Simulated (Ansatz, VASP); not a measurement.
## BN: VASP beside Ansatz

Contents of INCAR:

```
SYSTEM = BN
PREC = Accurate
ENCUT = 520
EDIFF = 1E-6
ISMEAR = 0
SIGMA = 0.028999999999999998
LREAL = .FALSE.
LASPH = .TRUE.
NELM = 100
ALGO = Normal
ISIF = 2
LWAVE = .FALSE.
LCHARG = .FALSE.
GGA = PE
NBANDS = 11
```

File KPOINTS:

```
regular mesh
0
G
  13 13 13
  0 0 0
```

Contents of POSCAR:

```
BN
1.0
    0.0000000000      1.8130010000      1.8130010000
    1.8130010000      0.0000000000      1.8130010000
    1.8130010000      1.8130010000      0.0000000000
N B
1 1
Direct
    0.2500000000      0.2500000000      0.2500000000
    0.0000000000      0.0000000000      0.0000000000
```

Contents of input.yaml:

```yaml
crystal:
  lattice:
    - [0.0, 1.813001, 1.813001]
    - [1.813001, 0.0, 1.813001]
    - [1.813001, 1.813001, 0.0]
  atoms:
    - { symbol: "N", position: [0.25, 0.25, 0.25] }
    - { symbol: B, position: [0.0, 0.0, 0.0] }
hamiltonian:
  xc: pbe
  pseudopotentials: { kind: paw }
kpoints:
  mp_grid: { grid: [13, 13, 13] }
scf:
  occupations: { method: gaussian, width: 0.029 }
output:
  forces: true
  stress: true
  eigenvalues: true
  write_density: true
  write_potential: true
  elf: true
  volumetric_format: npy
```

The cell is a database's computed one.

Alike in both runs: task single point; functional PBE; k mesh 13 × 13 × 13; occupations gaussian, width 0.029 eV; no spin polarisation.

|  | VASP | Ansatz |
| --- | --- | --- |
| version | VASP 6.6.1 | Ansatz 0.2.0 |
| potentials or method | VASP PAW PBE potentials, release 64 (N, B) | Ansatz PAW |
| plane-wave cutoff (eV) | 520 | 420 |
| valence electrons in the cell | 8 | 8 |

```csv
,VASP,Ansatz,Ansatz less VASP
gap on the k mesh at the Fermi level (eV),4.52,4.54,+0.012
least direct gap on the mesh (eV),8.78,8.79,+0.011
pressure (GPa),-0.2,-0.4,-0.24
```

With one functional, cell and mesh, what is left measures potentials, basis and numerics.

Caveats: an odd mesh through Γ misses points on the zone boundary, where band edges often lie (VASP); odd divisions of the mesh miss points on the zone boundary, where band edges often lie, so the gap on the mesh can be too wide (Ansatz); the pressure holds a Pulay correction of +1.1 GPa for the finite cutoff (Ansatz). A hybrid or GW would open this gap; PBE tends to underestimate it.
